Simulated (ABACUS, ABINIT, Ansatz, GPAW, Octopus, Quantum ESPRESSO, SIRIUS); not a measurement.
**One calculation of MnS, 7 ways**

```
Mn S
1.0
     0.00000    2.47346    2.47346
     2.47346    0.00000    2.47346
     2.47346    2.47346    0.00000
Mn S
1 1
Cartesian
  0.0000 0.0000 0.0000
  3.7102 3.7102 3.7102
```

The cell is a database's computed one, not the measured one.

Alike in all runs: task single point; functional PBEsol; k mesh 9 × 9 × 9; occupations fermi-dirac, width 0.05 eV; collinear spin, ferromagnetic start; no spin-orbit coupling. Pressure is positive in compression and, in plane waves, holds the error of the finite cutoff.

```csv
program and potentials,plane-wave cutoff (eV),notes,pressure (GPa),net moment per atom (μB)
"Ansatz, all-electron LAPW, scalar-relativistic",-,-,-3.00,0.12
"Octopus, pseudodojo_pbesol (PseudoDojo 0.4, PBEsol)",-,-,-,0.14
"ABINIT, PseudoDojo NC SR PBEsol v0.4.1 standard",1306,-,-3.13,0.14
"GPAW, PAW data sets generated for this functional",600,-,-2.29,0.11
"ABACUS, PseudoDojo NC SR 0.4.1 PBEsol standard, plane waves",1320,-,-3.15,0.14
"SIRIUS, PseudoDojo 0.4.1 PBEsol standard (scalar relativistic)",1307,-,-3.13,0.14
"Quantum ESPRESSO, GBRV 1.5 PBEsol",612,-,-3.17,0.12
```

The pressure spans -3.17 (Quantum ESPRESSO, GBRV 1.5 PBEsol) to -2.29 GPa (GPAW, PAW data sets generated for this functional), with all-electron results at -3.00. The net moment per atom spans 0.11 (GPAW, PAW data sets generated for this functional) to 0.14 μB (Octopus, pseudodojo_pbesol (PseudoDojo 0.4, PBEsol)), with all-electron results at 0.12. The state is the one that the start led to, which needn't be the lowest.

The functional is the same throughout but for its coding, so the spread measures potentials, basis and numerics; runs on potential files found faulty are left out.
